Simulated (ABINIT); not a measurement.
As:

```
As
1.0
     1.82500   -5.50000    0.00000
     1.82500    5.50000    0.00000
     0.00000    0.00000    4.47000
As
4
Direct
  0.39000 0.61000 0.56000
  0.89000 0.11000 0.94000
  0.61000 0.39000 0.44000
  0.11000 0.89000 0.06000
```

This isn't the form of As at room conditions, which is rhombohedral.

- Program: ABINIT 10.8.3 (patched build)
- Task: relaxation of cell and atoms
- Functional: PBE
- Potentials or basis: JTH PAW PBE v2.0
- Cutoff: 408 eV
- k mesh: 4 × 4 × 3
- Occupations: fermi-dirac, width 0.05 eV
- Spin: no spin polarisation

At the start: pressure 3.3 GPa; volume 22.43 Å³/atom.

Problem. How do energy, volume and symmetry change on relaxing?

Solution. Over 16 steps the energy falls by 18.3 meV/atom and the volume is 23.59 Å³/atom (+5.1 %); space group Cmce (No. 64, to 0.05 Å).

Step by step:
| step | energy change (eV) | largest force (eV/Å) | pressure (GPa) | volume (Å³) |
| --- | --- | --- | --- | --- |
| 1 | 0.0000 | 0.3408 | 3.28 | 89.74 |
| 2 | -0.0162 | 0.2463 | 2.73 | 90.18 |
| 3 | -0.0461 | 0.1239 | 0.65 | 92.10 |
| 4 | -0.0485 | 0.1351 | 0.46 | 92.38 |
| 5 | -0.0595 | 0.1109 | -0.32 | 93.94 |
| 6 | -0.0618 | 0.0511 | -0.30 | 94.25 |
| 7 | -0.0625 | 0.0062 | -0.15 | 94.24 |
| 8 | -0.0628 | 0.0132 | -0.05 | 94.18 |
| 9 | -0.0635 | 0.0532 | 0.14 | 94.06 |
| 10 | -0.0647 | 0.0881 | 0.26 | 94.00 |
| 11 | -0.0663 | 0.1261 | 0.31 | 94.00 |
| 12 | -0.0683 | 0.1466 | 0.24 | 94.12 |
| 13 | -0.0707 | 0.1291 | 0.05 | 94.34 |
| 14 | -0.0721 | 0.0763 | -0.12 | 94.49 |
| 15 | -0.0730 | 0.0111 | -0.19 | 94.46 |
| 16 | -0.0732 | 0.0102 | -0.14 | 94.34 |

Final structure:
```
CELL_PARAMETERS angstrom
1.90034 -5.73564 0.00000
1.90034 5.73564 0.00000
0.00000 0.00000 4.32771
ATOMIC_POSITIONS crystal
As 0.39162 0.60838 0.55701
As 0.89162 0.10838 0.94299
As 0.60838 0.39162 0.44299
As 0.10838 0.89162 0.05701
```

Caveat: the k mesh is coarse (spacing up to 0.47 Å⁻¹), so the values aren't converged; the log and the count of SCF iterations are those of the last ABINIT call alone.
